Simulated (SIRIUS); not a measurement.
Runs of SIRIUS 7.12.0 on BaTiO3. It takes space group Pm-3m (No. 221, cubic). Conventional cell: a = 4.006 Å, b = 4.006 Å, c = 4.006 Å, α = 90.00°, β = 90.00°, γ = 90.00°. Around Ba (site symmetry m-3m) lie 12 O at 2.83 Å. Ti (site symmetry m-3m) is surrounded by 6 O at 2.00 Å. Around O (site symmetry 4/mmm) lie 2 Ti at 2.00 Å. 

```tsv
task	level	cutoff (eV)	muffin tin radii	basis cutoff (gk_cutoff)	cutoff of density and potential (pw_cutoff)	gap on the mesh (eV)
band structure	PBEsol	317	Ba 2.37, O 1.49, Ti 2.23 bohr	4.83 1/bohr	25 1/bohr	1.82
band structure	LDA	317	Ba 2.37, O 1.49, Ti 2.23 bohr	4.83 1/bohr	25 1/bohr	(a)
single point	PBEsol	331	Ba 2.32, O 1.46, Ti 2.19 bohr	4.93 1/bohr	26 1/bohr	1.82
band structure	PBE	317	Ba 2.37, O 1.49, Ti 2.23 bohr	4.83 1/bohr	25 1/bohr	1.87
```

Alike in all rows: potentials or basis all-electron FP-LAPW, apw+lo standard; no spin polarisation; cell as given; k mesh 7 × 7 × 7; smearing fermi-dirac 0.05 eV.

Estimate the missing entries.

(a) 1.78.

Caveats: spin-orbit coupling is left out, which moves the levels of the heavy elements; an odd mesh through Γ misses points on the zone boundary, where band edges often lie (some runs).

A k mesh can miss the band edges, and the runs leave out spin-orbit coupling on Ba.

Not every run made on this cell is shown here.
